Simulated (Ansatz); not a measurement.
Crystal: Pb, diamond type, 2 atoms in the cell.

Level of theory: Ansatz, PBE, plane waves, PAW datasets (generated soft set 1).

Cutoff 420 eV; k-mesh 27×27×27 Γ-centred; Fermi–Dirac smearing of 0.0612 eV; no spin polarisation; no spin–orbit coupling.

Task: What equilibrium volume, lattice constant and bulk modulus does this give?

Result: V₀ = 43.987 Å³/atom (a₀ = 7.060 Å), B₀ = 25.3 GPa, B₀′ = 4.77. The points behind the fit:

| V (Å³/atom) | a (Å) | E − E(min) (meV/atom) | P (GPa) |
| --- | --- | --- | --- |
| 42.254 | 6.9661 | 5.82 | 1.12 |
| 44.015 | 7.0615 | 0.00 | -0.02 |
| 44.895 | 7.1083 | 1.42 | -0.49 |
| 45.775 | 7.1544 | 5.32 | -0.92 |
| 46.656 | 7.2000 | 11.42 | -1.30 |

The published all-electron PBE values for this crystal (mean of FLEUR and WIEN2k, k-spacing 0.06 Å⁻¹; Bosoni et al., Nat. Rev. Phys. 6, 45 (2024)) are V₀ = 44.045 Å³/atom, B₀ = 25.3 GPa, B₀′ = 4.76.

The stress includes the program's correction for the finite plane-wave basis.

This cubic structure is a model: it isn't the usual form of the substance at ambient conditions, and such phases are metastable or hypothetical. Spin–orbit coupling is left out, which matters for 6p elements such as Tl, Pb and Bi.
